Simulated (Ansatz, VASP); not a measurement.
# TaN: VASP beside Ansatz

The input INCAR:

```
SYSTEM = TaN
  PREC = Accurate
  ENCUT = 520
  EDIFF = 1E-7
  ISMEAR = -1
  SIGMA = 0.05
  LREAL = .False.
  LASPH = .True.
  NELM = 150
  ALGO = Normal
  ISIF = 2
  LWAVE = .False.
  LCHARG = .True.
  LMAXMIX = 4
  LDAU = .True.
  LDAUTYPE = 2
  LDAUL = 2 -1
  LDAUU = 6 0
  LDAUJ = 0 0
  LDAUPRINT = 1
  GGA = PS
  LELF = .True.
  LVHAR = .True.
  NBANDS = 15
```

The input KPOINTS:

```
regular mesh
0
Gamma
  10 10 10
  0 0 0
```

POSCAR

```
TaN
1.0
    0.0000000000      2.2113230000      2.2113230000
    2.2113230000      0.0000000000      2.2113230000
    2.2113230000      2.2113230000      0.0000000000
Ta N
1 1
Direct
    0.5000000000      0.5000000000      0.5000000000
    0.0000000000      0.0000000000      0.0000000000
```

Contents of input.yaml:

```yaml
crystal:
  lattice:
    - [0.0, 2.211323, 2.211323]
    - [2.211323, 0.0, 2.211323]
    - [2.211323, 2.211323, 0.0]
  atoms:
    - { symbol: Ta, position: [0.5, 0.5, 0.5] }
    - { symbol: "N", position: [0.0, 0.0, 0.0] }
kpoints:
  mp_grid: { grid: [10, 10, 10] }
scf:
  occupations: { method: fermi_dirac, width: 0.05 }
hamiltonian:
  xc: pbesol
  pseudopotentials: { kind: all_electron, lapw: { basis_error: 0.001 } }
  hubbard:
    sites: [{ species: Ta, l: d, u_eff: 6 }]
    double_counting: fll
    projectors: ortho-atomic
output:
  forces: true
  stress: true
  eigenvalues: true
  dos: { projected: false, de: 0.1, e_range: [-10, 8] }
  hubbard: {}
```

Alike in both runs: functional PBEsol; k mesh 10 × 10 × 10; occupations fermi-dirac, width 0.05 eV; no spin polarisation; Hubbard terms Ta d U = 6.0 eV.

|  | VASP | Ansatz |
| --- | --- | --- |
| version | VASP 6.6.1 | Ansatz 0.2.0 |
| potentials or method | VASP PAW PBE potentials, release 64 (Ta_pv, N) | all-electron LAPW, scalar-relativistic |
| plane-wave cutoff (eV) | 520 | see its input |
| task | single point | density of states |

Ansatz gave:

```
gap on the k mesh at the Fermi level (eV) : none
pressure (GPa)                            : -4.9
```

Question: What did VASP give for the same quantities?

Answer: gap on the k mesh at the Fermi level (eV): none; pressure (GPa): 8.3.

The programs project onto different local orbitals, so the same U acts differently. A gap of «none» marks a metal or a gap that the smearing closes. Ansatz ran all-electron here, so the differences hold the error of VASP's frozen core and of both bases.

Caveats: U without spin polarisation on a metal has little footing; the PAW data sets were made with another functional, which shifts forces and pressure a little (VASP); U is the effective U less J, on atomic orbitals that reach past the spheres (Ansatz); the density of states is complete only up to the lowest level of the last band computed (Ansatz). Spin-orbit coupling is left out, which matters for the levels of Ta.
